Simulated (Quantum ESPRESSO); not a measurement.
# BaTiO3 (Barioperovskite) (Amm2) in Quantum ESPRESSO: further runs

Aim: see how the results for BaTiO3 (Barioperovskite) move with the level of theory and the settings. Levels: LDA, PBEsol+U. Tasks: phonons, Hubbard U by linear response.

Program: Quantum ESPRESSO 7.5. These are calculated values, not measurements. Logs are shortened: lines on timing, memory, paths and dates and some standing lists are left out, and cuts for length are marked.

### Step 1. The crystal as given

It takes space group Amm2 (No. 38, orthorhombic). Conventional cell: a = 3.986 Å, b = 5.674 Å, c = 5.690 Å, α = 90.00°, β = 90.00°, γ = 90.00°. Ba (site symmetry mm2) is surrounded by 12 O at 2.77 to 2.92 Å. Around Ti (site symmetry mm2) lie 6 O at 1.93 to 2.09 Å. O (site symmetry m) has 2 Ti at 1.93 to 2.09 Å as nearest neighbours. O (site symmetry mm2) is surrounded by 2 Ti at 2.00 Å.

### Step 2. Phonons, LDA

Input file pw.in:

```
&CONTROL
  calculation = 'scf'
  prefix = 'pwscf'
  outdir = './tmp'
  pseudo_dir = './pseudo'
  tprnfor = .true.
  tstress = .true.
  disk_io = 'low'
/
&SYSTEM
  ibrav = 0
  celldm(1) = 8
  nat = 5
  ntyp = 3
  ecutwfc = 45
  ecutrho = 360
  nbnd = 28
  occupations = 'smearing'
  smearing = 'fd'
  degauss = 0.00367493
/
&ELECTRONS
  conv_thr = 1d-09
  electron_maxstep = 120
  mixing_beta = 0.5
/
ATOMIC_SPECIES
Ba   137.3270 ba_lda_v1.uspp.F.UPF
Ti    47.8670 ti_lda_v1.4.uspp.F.UPF
O     15.9990 o_lda_v1.2.uspp.F.UPF
CELL_PARAMETERS alat
  0.9414379337120   0.0000000000000   0.0000000000000
  0.0000000000000   0.6701205053689   0.6720692854349
  0.0000000000000  -0.6701205053689   0.6720692854349
ATOMIC_POSITIONS crystal
Ba     0.0000000000    0.0000000000    0.0000000000
Ti     0.5000000000    0.5124000000    0.5124000000
O      0.5000000000    0.9918400000    0.5052400000
O      0.5000000000    0.5052400000    0.9918400000
O      0.0000000000    0.4874000000    0.4874000000
K_POINTS automatic
4 4 4 1 1 1
```

Input file relax.in:

```
&CONTROL
  calculation = 'vc-relax'
  prefix = 'pwscf'
  outdir = './tmp'
  pseudo_dir = './pseudo'
  tprnfor = .true.
  tstress = .true.
  disk_io = 'low'
  nstep = 40
  forc_conv_thr = 0.0001
  etot_conv_thr = 1d-06
/
&SYSTEM
  ibrav = 0
  celldm(1) = 8
  nat = 5
  ntyp = 3
  ecutwfc = 45
  ecutrho = 360
  nbnd = 28
  occupations = 'smearing'
  smearing = 'fd'
  degauss = 0.00367493
/
&ELECTRONS
  conv_thr = 1d-09
  electron_maxstep = 120
  mixing_beta = 0.5
/
&IONS
  ion_dynamics = 'bfgs'
/
&CELL
  cell_dynamics = 'bfgs'
  press = 0
  press_conv_thr = 0.2
/
ATOMIC_SPECIES
Ba   137.3270 ba_lda_v1.uspp.F.UPF
Ti    47.8670 ti_lda_v1.4.uspp.F.UPF
O     15.9990 o_lda_v1.2.uspp.F.UPF
CELL_PARAMETERS alat
  0.9414379337120   0.0000000000000   0.0000000000000
  0.0000000000000   0.6701205053689   0.6720692854349
  0.0000000000000  -0.6701205053689   0.6720692854349
ATOMIC_POSITIONS crystal
Ba     0.0000000000    0.0000000000    0.0000000000
Ti     0.5000000000    0.5124000000    0.5124000000
O      0.5000000000    0.9918400000    0.5052400000
O      0.5000000000    0.5052400000    0.9918400000
O      0.0000000000    0.4874000000    0.4874000000
K_POINTS automatic
4 4 4 1 1 1
```

Input file scf2.in:

```
&CONTROL
  calculation = 'scf'
  prefix = 'pwscf'
  outdir = './tmp'
  pseudo_dir = './pseudo'
  tprnfor = .true.
  tstress = .true.
  disk_io = 'low'
/
&SYSTEM
  ibrav = 0
  celldm(1) = 8
  nat = 5
  ntyp = 3
  ecutwfc = 45
  ecutrho = 360
  nbnd = 28
  occupations = 'fixed'
/
&ELECTRONS
  conv_thr = 1d-13
  electron_maxstep = 120
  mixing_beta = 0.5
  startingpot = 'file'
  startingwfc = 'file'
/
ATOMIC_SPECIES
Ba   137.3270 ba_lda_v1.uspp.F.UPF
Ti    47.8670 ti_lda_v1.4.uspp.F.UPF
O     15.9990 o_lda_v1.2.uspp.F.UPF
CELL_PARAMETERS alat
  0.9305668556138   0.0000000000000   0.0000000000000
  0.0000000000000   0.6602674278835   0.6608091123025
  0.0000000000000  -0.6602674278835   0.6608091123025
ATOMIC_POSITIONS crystal
Ba     0.0000000000    0.0028768677    0.0028768677
Ti     0.5000000000    0.5104706662    0.5104706662
O      0.5000000000    0.9915612629    0.4961763071
O      0.5000000000    0.4961763071    0.9915612629
O      0.0000000000    0.4957948960    0.4957948960
K_POINTS automatic
4 4 4 1 1 1
```

Input file ph.in:

```
phonons of BaTiO3
&INPUTPH
  prefix = 'pwscf'
  outdir = './tmp'
  tr2_ph = 1d-18
  fildyn = 'dyn'
  niter_ph = 90
  alpha_mix(1) = 0.7
  epsil = .true.
/
0.0000000000 0.0000000000 0.0000000000
```

Input file dynmat.in:

```
&INPUT
  fildyn = 'dyn'
  asr = 'crystal'
  lperm = .true.
  filout = 'dynmat.disp'
  fileig = 'dynmat.eig'
/
```

Input file dynmat_lo.in:

```
&INPUT
  fildyn = 'dyn'
  asr = 'crystal'
  filout = 'dynmat_lo.disp'
  fileig = 'dynmat_lo.eig'
  q(1) = 0
  q(2) = 0
  q(3) = 1
/
```

Potentials or basis: GBRV 1.5 LDA.

Started as:

```console
> OMP_NUM_THREADS=1 pw.x -in pw.in > pw.out
> OMP_NUM_THREADS=1 pw.x -in relax.in > relax.out
> OMP_NUM_THREADS=1 pw.x -in scf2.in > scf2.out
> OMP_NUM_THREADS=1 ph.x -in ph.in > ph.out
> OMP_NUM_THREADS=1 dynmat.x -in dynmat.in > dynmat.out
> OMP_NUM_THREADS=1 dynmat.x -in dynmat_lo.in > dynmat_lo.out
```

pw.out:

```text
This program is part of the open-source Quantum ESPRESSO suite
     for quantum simulation of materials; please cite
[... 9 lines left out ...]
     --------------------
     sticks:   dense  smooth     PW     G-vecs:    dense   smooth      PW
     Sum        1637     817    241                50085    17725    2801

     Using Slab Decomposition

     bravais-lattice index     =            0
     lattice parameter (alat)  =       8.0000  a.u.
     unit-cell volume          =     434.1688 (a.u.)^3
     number of atoms/cell      =            5
     number of atomic types    =            3
     number of electrons       =        40.00
     number of Kohn-Sham states=           28
     kinetic-energy cutoff     =      45.0000  Ry
     charge density cutoff     =     360.0000  Ry
     scf convergence threshold =      1.0E-09
     mixing beta               =       0.5000
     number of iterations used =            8  plain     mixing
     Exchange-correlation= SLA  PZ   NOGX NOGC
                           (   1   1   0   0   0   0   0)

     celldm(1)=   8.000000  celldm(2)=   0.000000  celldm(3)=   0.000000
     celldm(4)=   0.000000  celldm(5)=   0.000000  celldm(6)=   0.000000

     crystal axes: (cart. coord. in units of alat)
               a(1) = (   0.941438   0.000000   0.000000 )
               a(2) = (   0.000000   0.670121   0.672069 )
               a(3) = (   0.000000  -0.670121   0.672069 )

     reciprocal axes: (cart. coord. in units 2 pi/alat)
               b(1) = (  1.062205  0.000000 -0.000000 )
               b(2) = ( -0.000000  0.746134  0.743971 )
               b(3) = (  0.000000 -0.746134  0.743971 )

     PseudoPot. # 1 for Ba read from file:
     ba_lda_v1.uspp.F.UPF
     Pseudo is Ultrasoft + core correction, Zval = 10.0
     Generated by new atomic code, or converted to UPF format
     Using radial grid of  907 points,  7 beta functions with:
                l(1) =   0
                l(2) =   0
                l(3) =   1
                l(4) =   1
                l(5) =   2
                l(6) =   2
                l(7) =   3
     Q(r) pseudized with  6 coefficients,  rinner =    1.700   1.700   1.700
                                                       1.700   1.700   1.700
                                                       1.700

     PseudoPot. # 2 for Ti read from file:
     ti_lda_v1.4.uspp.F.UPF
     Pseudo is Ultrasoft + core correction, Zval = 12.0
     Generated by new atomic code, or converted to UPF format
     Using radial grid of  851 points,  6 beta functions with:
                l(1) =   0
                l(2) =   0
                l(3) =   1
                l(4) =   1
                l(5) =   2
                l(6) =   2
     Q(r) pseudized with  6 coefficients,  rinner =    1.000   1.000   1.000
                                                       1.000   1.000

     PseudoPot. # 3 for O  read from file:
     o_lda_v1.2.uspp.F.UPF
     Pseudo is Ultrasoft + core correction, Zval =  6.0
     Generated by new atomic code, or converted to UPF format
     Using radial grid of  737 points,  5 beta functions with:
                l(1) =   0
                l(2) =   0
                l(3) =   1
                l(4) =   1
                l(5) =   2
     Q(r) pseudized with  8 coefficients,  rinner =    0.900   0.900   0.900
                                                       0.900   0.900

     atomic species   valence    mass     pseudopotential
     Ba               10.00   137.32700     Ba( 1.00)
     Ti               12.00    47.86700     Ti( 1.00)
     O                 6.00    15.99900     O ( 1.00)

      4 Sym. Ops. (no inversion) found

   Cartesian axes

     site n.     atom                  positions (alat units)
         1        Ba     tau(   1) = (   0.0000000   0.0000000   0.0000000  )
         2        Ti     tau(   2) = (   0.4707190   0.0000000   0.6887366  )
         3        O      tau(   3) = (   0.4707190   0.3260806   1.0061415  )
         4        O      tau(   4) = (   0.4707190  -0.3260806   1.0061415  )
         5        O      tau(   5) = (   0.0000000   0.0000000   0.6551331  )

     number of k points=    12  Fermi-Dirac smearing, width (Ry)=  0.0037
                       cart. coord. in units 2pi/alat
        k(    1) = (   0.1327756   0.0000000   0.1859927), wk =   0.1250000
        k(    2) = (   0.1327756  -0.1865336   0.3719855), wk =   0.2500000
        k(    3) = (   0.1327756   0.3730672  -0.1859927), wk =   0.2500000
        k(    4) = (   0.1327756   0.1865336   0.0000000), wk =   0.1250000
        k(    5) = (   0.1327756   0.0000000   0.5579782), wk =   0.1250000
        k(    6) = (   0.1327756   0.5596008  -0.0000000), wk =   0.1250000
        k(    7) = (   0.3983268   0.0000000   0.1859927), wk =   0.1250000
        k(    8) = (   0.3983268  -0.1865336   0.3719855), wk =   0.2500000
        k(    9) = (   0.3983268   0.3730672  -0.1859927), wk =   0.2500000
[... 42 lines left out ...]

     total energy              =    -287.20447396 Ry
     estimated scf accuracy    <          3.6E-09 Ry

     iteration # 10     ecut=    45.00 Ry     beta= 0.50
     Davidson diagonalization with overlap
     ethr =  8.92E-12,  avg # of iterations =  2.9

     negative rho (up, down):  9.022E-02 0.000E+00

     End of self-consistent calculation

          k = 0.1328 0.0000 0.1860 (  2210 PWs)   bands (ev):

   -45.8964 -22.4665 -22.4657 -22.4512 -14.5985  -6.5526  -5.8471  -5.8271
     0.1868   0.1911   0.4539   7.0866   7.4626   7.4788   8.1496   8.1809
     8.8055   8.9755   9.4719   9.4731  12.2846  12.3399  12.4090  14.7007
    14.7695  15.7265  15.8143  17.8730

          k = 0.1328-0.1865 0.3720 (  2211 PWs)   bands (ev):

   -45.8959 -22.5012 -22.4644 -22.4495 -14.5227  -6.6220  -5.7914  -5.6838
     0.2040   0.3309   0.5769   6.1488   6.9952   7.2445   7.3727   7.7146
     8.4794   8.8461   9.0216   9.1439  12.4352  13.3201  13.3445  14.7364
    16.1350  16.9495  17.4120  18.6489

          k = 0.1328 0.3731-0.1860 (  2210 PWs)   bands (ev):

   -45.8959 -22.5012 -22.4644 -22.4495 -14.5226  -6.6223  -5.7980  -5.6785
     0.2031   0.3350   0.5789   6.1451   6.9806   7.2343   7.4130   7.7003
     8.4905   8.8298   9.0258   9.1439  12.4327  13.3174  13.3442  14.7384
    16.1333  16.9465  17.4039  18.6307

          k = 0.1328 0.1865 0.0000 (  2216 PWs)   bands (ev):

   -45.8964 -22.4669 -22.4653 -22.4512 -14.5984  -6.5524  -5.8667  -5.8093
     0.1723   0.2125   0.4519   7.0830   7.4479   7.4836   8.1250   8.2369
     8.7965   8.9450   9.4562   9.5131  12.2667  12.3308  12.4229  14.7023
    14.7713  15.7226  15.8113  17.8574

          k = 0.1328 0.0000 0.5580 (  2218 PWs)   bands (ev):

   -45.8954 -22.4991 -22.4985 -22.4479 -14.4659  -6.2913  -5.8020  -5.7274
     0.0924   0.1264   0.4907   5.9292   6.3806   6.3838   7.2704   7.4548
     8.0930   8.9047   9.1686   9.6850  13.3919  13.4208  13.7256  15.3631
    17.1819  17.6533  18.1641  18.7909

          k = 0.1328 0.5596-0.0000 (  2216 PWs)   bands (ev):

   -45.8954 -22.4996 -22.4981 -22.4479 -14.4657  -6.2900  -5.8230  -5.7092
     0.0864   0.1382   0.4895   5.9245   6.3211   6.4504   7.2297   7.4982
     8.0934   8.9185   9.1479   9.6805  13.3682  13.4438  13.7265  15.3584
    17.1784  17.6407  18.1662  18.8212

          k = 0.3983 0.0000 0.1860 (  2206 PWs)   bands (ev):

   -45.8959 -22.4893 -22.4648 -22.4637 -14.5180  -6.6227  -5.8015  -5.6599
     0.2082   0.3178   0.5716   6.1370   6.9976   7.2487   7.4205   7.6829
     8.4671   8.8112   9.0510   9.0864  12.4237  13.3122  13.3624  14.6756
    16.0616  17.0435  17.4168  18.6343

          k = 0.3983-0.1865 0.3720 (  2213 PWs)   bands (ev):

   -45.8954 -22.4986 -22.4869 -22.4626 -14.4618  -6.2936  -5.7895  -5.7138
     0.0634   0.1197   0.4758   5.9139   6.3008   6.4878   7.3236   7.4504
     8.0265   8.9015   9.1473   9.7263  13.3685  13.4430  13.7252  15.2475
    17.1705  17.7177  18.2247  18.7665

          k = 0.3983 0.3731-0.1860 (  2212 PWs)   bands (ev):

   -45.8954 -22.4987 -22.4869 -22.4626 -14.4617  -6.2922  -5.7943  -5.7124
     0.0559   0.1279   0.4822   5.9091   6.3024   6.4862   7.3272   7.4457
     8.0309   8.8990   9.1434   9.7251  13.3581  13.4434  13.7282  15.2517
    17.1537  17.7219  18.2190  18.7761

          k = 0.3983 0.1865 0.0000 (  2204 PWs)   bands (ev):

   -45.8959 -22.4893 -22.4650 -22.4635 -14.5179  -6.6218  -5.8038  -5.6606
     0.2073   0.3267   0.5702   6.1351   7.0031   7.2437   7.4128   7.6957
     8.4437   8.8027   9.0283   9.1356  12.4056  13.2964  13.3797  14.6809
    16.0609  17.0304  17.4162  18.6429

          k = 0.3983 0.0000 0.5580 (  2226 PWs)   bands (ev):

   -45.8949 -22.4971 -22.4963 -22.4850 -14.4123  -5.9120  -5.6804  -5.6620
    -0.3687  -0.3443  -0.0468   5.8235   6.3837   6.4008   7.1188   7.5391
     7.5647   9.5672   9.6007   9.7678  13.8655  13.9154  13.9162  16.9093
    16.9491  17.4663  17.6891  17.6992

          k = 0.3983 0.5596-0.0000 (  2228 PWs)   bands (ev):

   -45.8949 -22.4974 -22.4960 -22.4850 -14.4122  -5.9060  -5.7084  -5.6422
    -0.3872  -0.3206  -0.0462   5.8160   6.3722   6.4285   7.0996   7.5489
     7.5674   9.5604   9.6012   9.7611  13.8573  13.9152  13.9216  16.8223
    17.0209  17.4971  17.6288  17.7559

     the Fermi energy is    11.1065 ev

!    total energy              =    -287.20447396 Ry
     estimated scf accuracy    <          5.1E-10 Ry
     smearing contrib. (-TS)   =      -0.00000000 Ry
     internal energy E=F+TS    =    -287.20447396 Ry

     The total energy is F=E-TS. E is the sum of the following terms:
     one-electron contribution =     -72.86080537 Ry
     hartree contribution      =      59.90833916 Ry
     xc contribution           =     -67.33444006 Ry
     ewald contribution        =    -206.91756770 Ry

     convergence has been achieved in  10 iterations

     negative rho (up, down):  9.022E-02 0.000E+00

     Forces acting on atoms (cartesian axes, Ry/au):

     atom    1 type  1   force =     0.00000000    0.00000000    0.00613987
     atom    2 type  2   force =     0.00000000   -0.00000000    0.00585310
     atom    3 type  3   force =     0.00000000   -0.00189896   -0.01096028
     atom    4 type  3   force =     0.00000000    0.00189896   -0.01096028
     atom    5 type  3   force =     0.00000000   -0.00000000    0.00992759

     Total force =     0.020445     Total SCF correction =     0.000009

     Computing stress (Cartesian axis) and pressure

     negative rho (up, down):  9.022E-02 0.000E+00
          total   stress  (Ry/bohr**3)                   (kbar)     P=      -74.53
  -0.00049632   0.00000000   0.00000000          -73.01        0.00        0.00
   0.00000000  -0.00049102   0.00000000            0.00      -72.23        0.00
   0.00000000  -0.00000000  -0.00053269            0.00       -0.00      -78.36

=------------------------------------------------------------------------------=
   JOB DONE.
=------------------------------------------------------------------------------=
```

Run time: 16 min. Hardware: 1 thread of Intel Xeon 6975P-C (Granite Rapids), shared host; peak memory 0.38 GiB.

Results:

- Free energy: -3907.6925 eV
- Relaxed volume: 12.32 Å³/atom
- Relaxed cell: a = 3.939 Å, b = 3.955 Å, c = 3.955 Å, α = 89.95°, β = 90.00°, γ = 90.00°
- Space group after relaxing (to 0.05 Å): Amm2 (No. 38)
- Pressure after relaxing: 0.0 GPa
- Electronic dielectric tensor (diagonal): 6.52, 6.33, 6.20
- Born charges (mean of the diagonal): Ba +2.79; Ti +6.87; O -3.15, -3.24 e
- Highest phonon frequency at Γ, LO-TO splitting left out: 494 cm⁻¹
- Most unstable mode: 50i cm⁻¹

The path:
```
step  energy change (eV)  largest force (eV/Å)  pressure (GPa)  volume (Å³)
   1              0.0000                0.2860           -7.45        64.34
   2             -0.0670                0.1885           -0.67        61.92
   3             -0.0701                0.1661            0.21        61.64
   4             -0.0732                0.1351            0.58        61.51
   5             -0.0765                0.0929            0.63        61.47
   6             -0.0784                0.0533            0.29        61.56
   7             -0.0786                0.0498            0.08        61.62
   8             -0.0788                0.0322           -0.10        61.68
   9             -0.0789                0.0187           -0.10        61.68
  10             -0.0789                0.0084           -0.04        61.66
  11             -0.0789                0.0110            0.00        61.65
  12             -0.0789                0.0110            0.02        61.64
  13             -0.0789                0.0093            0.02        61.63
  14             -0.0789                0.0063            0.01        61.63
  15             -0.0789                0.0024           -0.01        61.62
  16             -0.0789                0.0012           -0.02        61.62
  17             -0.0789                0.0011           -0.01        61.61
  18             -0.0789                0.0011           -0.01        61.61
  19             -0.0789                0.0010            0.00        61.61
  20             -0.0789                0.0006            0.00        61.61
```

Final structure:
```
Ba Ti O
1.0
     3.93948    0.00000    0.00000
     0.00000    2.79519    2.79748
     0.00000   -2.79519    2.79748
Ba Ti O
1 1 3
Direct
  0.00000 0.00288 0.00288
  0.50000 0.51047 0.51047
  0.50000 0.99156 0.49618
  0.50000 0.49618 0.99156
  0.00000 0.49579 0.49579
```

Phonon frequencies in cm⁻¹ (negative: imaginary):
| q point | frequencies |
| --- | --- |
| (0.000, 0.000, 0.000) | -50 -8 -8 -8 135 162 183 184 184 297 300 300 480 482 494 |

Electronic dielectric tensor:
```
6.52 0.00 0.00
0.00 6.33 0.00
0.00 0.00 6.20
```

Born effective charge tensors (e):
atom 1, Ba
```
2.78 0.00 0.00
0.00 2.80 0.00
0.00 0.00 2.79
```
atom 2, Ti
```
7.08 0.00 0.00
0.00 6.90 0.00
0.00 0.00 6.65
```
atom 3, O
```
-2.11  0.00  0.00
 0.00 -3.74 -1.63
 0.00 -1.56 -3.61
```
atom 4, O
```
-2.11  0.00  0.00
 0.00 -3.74  1.63
 0.00  1.56 -3.61
```
atom 5, O
```
-5.54  0.00  0.00
 0.00 -2.08  0.00
 0.00  0.00 -2.09
```

Optical modes at Γ, degenerate ones joined, polar ones without the macroscopic field:
```
cm⁻¹  components  symmetry     active in  IR intensity, summed ((D/Å)²/amu)
 50i           1        B2  IR and Raman                              77.18
 135           1        B1  IR and Raman                              74.45
 162           1        A1  IR and Raman                              69.08
 183           1        B1  IR and Raman                               0.39
 184           1        B2  IR and Raman                               2.46
 184           1        A1  IR and Raman                               0.08
 297           1        B1  IR and Raman                               0.01
 300           1        A1  IR and Raman                               0.03
 300           1        A2         Raman                               0.00
 480           1        B2  IR and Raman                               3.29
 482           1        B1  IR and Raman                               4.24
 494           1        A1  IR and Raman                               4.88
```

Zone-centre frequencies without and with the macroscopic field along z (cm⁻¹):
```
                                  optical modes in rising order
       without  50i 135 162 183 184 184 297 300 300 480 482 494
with the field  50i 135 183 184 184 297 300 300 466 480 482 683
```

Caveat: the mesh is thin for the dielectric tensor, Born charges and intensities, which usually come out too large; some modes are imaginary; the Born charges break their sum rule by 0.12 e, a sign of too thin a mesh.

(Continued in part 2 of 2.)
